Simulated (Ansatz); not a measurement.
# TlCl: a single-point run

Aim: a sound single-point run of TlCl. The structure is shown as the input types it.

Program: Ansatz 0.2.0. Level of theory: density functional or hybrid calculation with the settings of its input, plane waves (as first typed). These are calculated values, not measurements.

1 further run of the same task is left out (it didn't finish).

**1. The structure to begin with**

The structure is cubic, space group Pm-3m (No. 221). Conventional cell: a = 3.839 Å, b = 3.839 Å, c = 3.839 Å, α = 90.00°, β = 90.00°, γ = 90.00°. Around Tl (site symmetry m-3m) lie 8 Cl at 3.32 Å. Cl (site symmetry m-3m) is surrounded by 8 Tl at 3.32 Å.

Coordinates:

```
Tl Cl
1.0
     3.83883    0.00000    0.00000
     0.00000    3.83883    0.00000
     0.00000    0.00000    3.83883
Tl Cl
1 1
Direct
  0.00000 0.00000 0.00000
  0.50000 0.50000 0.50000
```

**2. The run**

The input, input.yaml:

```yaml
crystal:
  lattice:
    - [3.8388256296, 0.0, 0.0]
    - [0.0, 3.8388256296, 0.0]
    - [0.0, 0.0, 3.8388256296]
  atoms:
    - { symbol: Tl, position: [0.0, 0.0, 0.0] }
    - { symbol: Cl, position: [0.5, 0.5, 0.5] }
kpoints:
  mp_grid: { grid: [4, 4, 4] }
hamiltonian:
  xc: pbesol
scf:
  occupations: { method: fixed }
  n_extra_bands: 4
  convergence: { dr2_threshold: 1.0 }
  max_iter: 52
output:
  forces: true
  stress: true
  eigenvalues: true
```

Started as:

```bash
> ansatz run input.yaml --threads 4 --pin off --max-ram 3686MiB --backend cpu --events-out ev --progress --plain --runs-dir out
```

Q: Will this input give a usable result? If not, why, and what should change?

This run ends as converged, with warnings (force scf threshold loose, stress scf threshold loose). Its log warns: «scf.convergence.dr2_threshold = 1e0 eV is looser than this run's default, which is 1e-7 eV or tighter. The error in the forces grows as the threshold's square root ...»

The threshold asked is loose, but the program put off the close and ended at dr2 = 5.7e-9, so little accuracy was lost here.

The test: delete scf.convergence.dr2_threshold (the default then holds).
